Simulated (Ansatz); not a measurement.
The system is TaAs.

```
Ta As
1.0
    -1.72181    1.72181    5.86794
     1.72181   -1.72181    5.86794
     1.72181    1.72181   -5.86794
Ta As
2 2
Direct
  0.49997 0.49997 0.00000
  0.24997 0.74997 0.50000
  0.08263 0.08263 0.00000
  0.83263 0.33263 0.50000
```

The cell is a database's computed one.

Base run:

| Quantity | Value |
| --- | --- |
| Program | Ansatz 0.2.0 |
| Functional | LDA |
| Potentials or basis | Ansatz PAW |
| Cutoff | 420 eV (not typed: the program's choice for these potentials) |
| k mesh | 11 × 11 × 11 |
| Occupations | fermi-dirac, width 0.05 eV |
| Spin | no spin polarisation |
| Hubbard terms | Ta d U = 4 eV |

Its results: band gap on the k mesh none (metal or under the smearing width); pressure -5.4 GPa; largest force 0.006 eV/Å.

Problem. The run is repeated on the same cell with these changes: hubbard terms from Ta d U = 4 eV to Ta d U = 6 eV. What comes out?

Solution. Band gap on the k mesh none (metal or under the smearing width); pressure -3.9 GPa; largest force 0.031 eV/Å.

Caveats: spin-orbit coupling is left out, which moves the levels of the heavy elements; U without spin polarisation on a metal has little footing; the PAW data sets come from PBE, with cores solved anew for the run's functional, which leaves a small shift of forces and pressure; the U is typed as a test and isn't derived for this compound.
